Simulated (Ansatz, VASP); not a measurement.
**Two plane-wave programs on AlN**

INCAR

```
SYSTEM = AlN
PREC = Accurate
ENCUT = 520
EDIFF = 1E-6
ISMEAR = -1
SIGMA = 0.05
LREAL = .FALSE.
LASPH = .TRUE.
NELM = 60
ALGO = Normal
ISIF = 2
LWAVE = .FALSE.
LCHARG = .FALSE.
GGA = PE
NBANDS = 16
```

File KPOINTS:

```
Automatic mesh
0
G
  7 7 4
  0 0 0
```

The input POSCAR:

```
AlN
1.0
    3.1439983200      0.0000000000      0.0000000000
   -1.5719991600      2.7227824200      0.0000000000
    0.0000000000      0.0000000000      5.0460000000
N Al
2 2
Direct
    0.6666666700      0.3333333300      0.3810000000
    0.3333333300      0.6666666700      0.8810000000
    0.6666666700      0.3333333300      0.0000000000
    0.3333333300      0.6666666700      0.5000000000
```

Input for Ansatz:

```yaml
crystal:
  lattice:
    - [3.14399832, 0.0, 0.0]
    - [-1.57199916, 2.72278242, 0.0]
    - [0.0, 0.0, 5.046]
  atoms:
    - { symbol: "N", position: [0.66666667, 0.33333333, 0.381] }
    - { symbol: "N", position: [0.33333333, 0.66666667, 0.881] }
    - { symbol: Al, position: [0.66666667, 0.33333333, 0.0] }
    - { symbol: Al, position: [0.33333333, 0.66666667, 0.5] }
hamiltonian:
  xc: pbe
  pseudopotentials: { kind: paw }
basis:
  ecutwfc: 420
kpoints:
  mp_grid: { grid: [7, 7, 4] }
scf:
  occupations: { method: fermi_dirac, width: 0.05 }
  lower_state_search: "off"
output:
  forces: true
  stress: true
  write_density: true
  write_potential: true
  elf: true
  volumetric_format: npy
```

Alike in both runs: task single point; functional PBE; k mesh 7 × 7 × 4; occupations fermi-dirac, width 0.05 eV; no spin polarisation.

```csv
,VASP,Ansatz
version,VASP 6.6.1,Ansatz 0.2.0
potentials or method,"VASP PAW PBE potentials, release 64 (N, Al)","PAW, plane waves, scalar-relativistic"
plane-wave cutoff (eV),520,420
valence electrons in the cell,16,16
```

|  | VASP | Ansatz | Ansatz less VASP |
| --- | --- | --- | --- |
| gap on the k mesh at the Fermi level (eV) | 3.93 | 3.92 | -0.009 |
| pressure (GPa) | -2.9 | -2.7 | +0.26 |
| largest component of the traceless stress (GPa) | 0.07 | 0.03 | -0.041 |
| rms of the force components (eV/Å) | 0.008 | 0.009 | +0.0003 |

Atom by atom the forces differ by 0.000 eV/Å (rms over components). The functional is the same, so the differences come from potentials, cutoffs and numerics.
